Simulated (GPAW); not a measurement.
# Work function of 1T-MgI2 monolayer at several levels, part 3 of 3

Aim: the work function of both faces of 1T-MgI2 monolayer, and its spread over functionals and bases. Where a layer proves gapped, the work function hangs on where the smearing puts the Fermi level, and the band edges take its place.

GPAW 26.7.0; GPAW, PAW setups; layer in a repeated cell with vacuum, relaxation of atoms and in-plane cell (the session's first sound run).

So far, upper work function (eV): step 3 (the slab's potential, PBE, GPAW) 4.23; step 6 (OptPBE vdW: xc = "optPBE-vdW", GPAW, PAW setups, GPAW) 4.31; step 7 (self-consistent run: xc = "vdW-DF2", GPAW, PAW setups, GPAW) 4.70; step 8 (self-consistent run: xc = "RPBE") 4.13; step 9 (real-space grid: mode = "fd", PBE, GPAW) 4.18.

**10. Atomic orbitals: mode = "lcao"**

Level of this step: GPAW, PAW setups; slab in vacuum (GPAW).

Atom-centred orbitals end a few angstrom from the surface, which tests how much the density's tail matters.

run.py

```python
import json
import numpy as np
from ase import Atoms
from gpaw import GPAW

slab = Atoms(
    ['I', 'Mg', 'I'],
    positions=[
        [2.10196, 1.21357, 7.00000],
        [-0.00000, 0.00000, 8.67432],
        [0.00000, 2.42714, 10.34865]],
    cell=[[4.20393, -0.0, 0.0], [-2.10196, 3.64071, 0.0], [0.0, 0.0, 17.3486]],
    pbc=[True, True, False])

slab.calc = GPAW(mode='lcao', basis='dzp', h=0.18, xc='PBE', kpts={'size': (9, 9, 1), 'gamma': True},
                 occupations={'name': 'fermi-dirac', 'width': 0.05}, nbands='120%',
                 convergence={'density': 1e-05}, maxiter=200,
                 poissonsolver={'dipolelayer': 'xy'},
                 symmetry={'tolerance': 1e-3}, txt='slab.txt')
result = {}
energy = slab.get_potential_energy()
fermi = slab.calc.get_fermi_level()
v = slab.calc.get_electrostatic_potential().mean((0, 1)) - fermi
n = slab.calc.get_pseudo_density().mean((0, 1))
L = slab.cell[2, 2]
z = np.arange(len(v)) * L / len(v)
low, high = slab.positions[:, 2].min(), slab.positions[:, 2].max()
below, above = np.interp([low - 4.8, high + 4.8], z, v)
slopes = [np.interp(x, z, np.gradient(v, z)) for x in (low - 4.8, high + 4.8)]
eps = np.array([[slab.calc.get_eigenvalues(k, s) for k in range(len(slab.calc.get_ibz_k_points()))]
                for s in range(slab.calc.get_number_of_spins())]) - fermi
top, bottom = eps[eps < 0].max(), eps[eps > 0].min()
dipole = slab.get_dipole_moment()[2]
print(f'energy {energy:.4f} eV, Fermi level {fermi:.4f} eV, dipole {dipole:.5f} e A')
print(f'potential 4.8 A off the faces, from the Fermi level: lower {below:.4f} eV, upper {above:.4f} eV')
print(f'slope of the potential there: lower {slopes[0]:.5f}, upper {slopes[1]:.5f} eV/A')
print(f'nearest levels on the mesh: {top:.4f} and {bottom:.4f} eV')
print('magnetic moment', round(slab.get_magnetic_moment(), 3))
result.update(energy=energy, fermi=fermi, dipole=dipole, below=below, above=above, slopes=slopes, edges=[top, bottom],
              z=z.tolist(), v=v.tolist(), n=n.tolist(), positions=slab.positions.tolist(),
              forces=slab.get_forces(apply_constraint=False).tolist(), moments=slab.get_magnetic_moments().tolist())
json.dump(result, open('result.json', 'w'))
```

Command:

```bash
$ OMP_NUM_THREADS=1 OPENBLAS_NUM_THREADS=1 python run.py
```

What it wrote:

```text
energy -6.9533 eV, Fermi level -3.7305 eV, dipole 0.00055 e A
potential 4.8 A off the faces, from the Fermi level: lower 3.7338 eV, upper 3.7273 eV
slope of the potential there: lower -0.00000, upper -0.00000 eV/A
nearest levels on the mesh: -2.8255 and 1.1403 eV
magnetic moment 0.0
```

Elapsed: 20 s, on 1 thread of Arm Neoverse V2, shared host; peak memory 0.28 GiB.

Numbers from this step:

| Item | Value |
| --- | --- |
| levels nearest the Fermi level on the mesh | -2.826, 1.140 eV from the Fermi level |
| upper work function | 3.727 eV |
| lower work function | 3.734 eV |
| upper ionisation energy | 6.553 eV |

The highest filled level lies 2.83 eV under the Fermi level, so the ionisation energy from the upper face is 3.727 + 2.83 = 6.553 eV, against 6.472 eV in the base run.

**11. The ladder**

Times are for 1 thread of Arm Neoverse V2, shared host. The runs compared:

```
no.         run  upper ionisation energy (eV)  time  memory (GiB)
  1          pw                         6.472  21 s          0.23
  2         LDA                         6.682  21 s          0.22
  3      revPBE                         6.402  21 s          0.23
  4  optPBE vdW                         6.679  33 s          0.39
  5     vdW DF2                         6.778  32 s          0.39
  6        RPBE                         6.408  22 s          0.22
  7          fd                         6.472  64 s          0.49
  8        lcao                         6.553  20 s          0.28
```

**12. Side by side**

Results and costs are gathered.

This step: comparison of work functions, dipole and cost (GPAW 26.7.0).

Ladder, by row:

```
      step  code  work function, upper (eV)  work function, lower (eV)  dipole (e Å)  wall time (s)  peak memory (GiB)  threads
        pw  GPAW                      4.229                      4.235       6.98e-4             21               0.23        1
       LDA  GPAW                      4.495                      4.501       7.04e-4          21.22               0.22        1
    revPBE  GPAW                      4.129                      4.135       6.97e-4          21.48               0.23        1
optPBE-vdW  GPAW                      4.307                      4.314       6.97e-4          32.55               0.39        1
   vdW-DF2  GPAW                      4.697                      4.704       6.98e-4          31.72               0.39        1
      RPBE  GPAW                       4.13                      4.136       6.97e-4           22.2               0.22        1
        fd  GPAW                       4.18                      4.186       5.47e-4          63.64               0.49        1
      lcao  GPAW                      3.727                      3.734       5.47e-4          19.89               0.28        1
```

**13. A changed run**

One more run, with changed settings.

This step: GPAW, PAW setups; slab in vacuum (GPAW 26.7.0).

run.py: that of step 10 with these lines changed.

```diff
@@ -3,3 +3,3 @@
 from ase import Atoms
-from gpaw import GPAW
+from gpaw import GPAW, PW
 
@@ -14,5 +14,5 @@
 
-slab.calc = GPAW(mode='lcao', basis='dzp', h=0.18, xc='PBE', kpts={'size': (9, 9, 1), 'gamma': True},
-                 occupations={'name': 'fermi-dirac', 'width': 0.05}, nbands='120%',
-                 convergence={'density': 1e-05}, maxiter=200,
+slab.calc = GPAW(mode=PW(400), xc='PBE', kpts={'size': (9, 9, 1), 'gamma': True},
+                 occupations={'name': 'fermi-dirac', 'width': 0.05}, nbands='80%',
+                 convergence={'density': 1e-05}, maxiter=100,
                  poissonsolver={'dipolelayer': 'xy'},
```

What it wrote:

```text
ValueError: Too few bands!  Electrons: 24.0, bands: 80%
```

Elapsed: 0.69 s, on 1 thread; peak memory 0.12 GiB.

The program refused the input before any cycle.

The program's message: “ValueError: Too few bands! Electrons: 24.0, bands: 80%”

The change that led to it: nbands = "80 % of the filled bands".

**14. Outcome**

| Property | Result |
| --- | --- |
| work function, upper and lower face (Fermi level placed in the gap by the smearing) | 4.229 and 4.235 eV |
| ionisation energy from the upper face (highest filled level on the mesh) | 6.47 eV |
| electron affinity from the upper face (lowest empty Kohn-Sham level on the mesh) | 2.75 eV |
| dipole along the normal | 7.0e-4 e Å, near the numerical noise |

What this shows: With plane waves and PBE the ionisation energy from the upper face is 6.47 eV and the Kohn-Sham electron affinity 2.75 eV. The levels nearest the Fermi level on the mesh lie 3.72 eV apart, so the slab is gapped there: the smearing puts the Fermi level inside the gap, and from either face the ionisation energy is the work function plus 2.2 eV. Both are Kohn-Sham levels on the mesh, and semilocal gaps are too small, so the affinity tends to come out too large and the ionisation energy too small. Work functions of a gapped slab move with the place of the Fermi level in the gap; over the runs without a planted fault the highest filled level on the mesh lies 6.40 (revPBE) to 6.78 eV (vdW-DF2) under the upper vacuum level. With elements this heavy, spin-orbit coupling can move band edges by tenths of an eV. The small printed dipole stands for a step of -8.3 meV from the lower to the upper face, and the probes find -6.5 meV; values this small are near the numerical noise of both. The layer's cell and atoms come from the relaxation; spin-orbit coupling and temperature are left out.

[Logs are printed without paths, hosts, clocks, repeated set-up lines and the standing remarks that a program may print on its own settings, such as how far it seeks lower states.]

[Hosts, paths, dates, database ids (printed as entryN), source tags and the programs' standing remarks are cut or masked in the printed files.]
